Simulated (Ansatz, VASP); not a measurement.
Ba: VASP beside Ansatz

Contents of INCAR:

```
ALGO     = Normal         # electronic algorithm
EDIFF    = 1E-6           # SCF threshold, eV
ENCUT    = 520            # plane-wave cutoff, eV
GGA      = CA             # functional
ISIF     = 2              # what is computed and relaxed
ISMEAR   = 0              # smearing method
LASPH    = T              # aspherical terms in the spheres
LCHARG   = F              # write CHGCAR
LREAL    = F              # projectors in reciprocal space
LWAVE    = F              # write WAVECAR
NBANDS   = 11             # bands
NELM     = 60             # most SCF steps
PREC     = Accurate       # precision mode
SIGMA    = 0.15           # smearing width, eV
```

Contents of KPOINTS:

```
k-points
0
Gamma
  15 15 12
```

Contents of POSCAR:

```
Ba
1.0
    4.6565427937      0.0000000000      0.0000000000
   -2.3282713969      4.0326843532      0.0000000000
    0.0000000000      0.0000000000      3.6003402360
Ba
1
Direct
    0.0000000000      0.0000000000      0.0000000000
```

Input for Ansatz:

```yaml
crystal:
  lattice:
    - [4.6565427937, 0.0, 0.0]
    - [-2.3282713969, 4.0326843532, 0.0]
    - [0.0, 0.0, 3.600340236]
  atoms:
    - { symbol: Ba, position: [0.0, 0.0, 0.0] }
basis:
  ecutwfc: 420
kpoints:
  mp_grid: { grid: [15, 15, 12] }
hamiltonian:
  xc: lda
scf:
  occupations: { method: gaussian, width: 0.15 }
output:
  forces: true
  stress: true
  eigenvalues: true
```

Change from the starting cell: strain +0.080 along x and y, -0.080 along z, atoms carried along.

Alike in both runs: task single point; functional LDA; k mesh 15 × 15 × 12; occupations gaussian, width 0.15 eV; no spin polarisation.

|  | VASP | Ansatz |
| --- | --- | --- |
| version | VASP 6.6.1 | Ansatz 0.2.0 |
| potentials or method | VASP PAW LDA potentials, release 64 (Ba_sv) | scalar-relativistic, plane waves, PAW |
| plane-wave cutoff (eV) | 520 | 420 |
| valence electrons in the cell | 10 | 10 |

```csv
,VASP,Ansatz,Ansatz less VASP
gap on the k mesh at the Fermi level (eV),none,none,-
pressure (GPa),-1.4,-1.4,-0.07
largest component of the traceless stress (GPa),3.66,3.59,-0.071
```

A gap of «none» marks a metal or a gap that the smearing closes.

Spin-orbit coupling is left out, which matters for the levels of Ba.
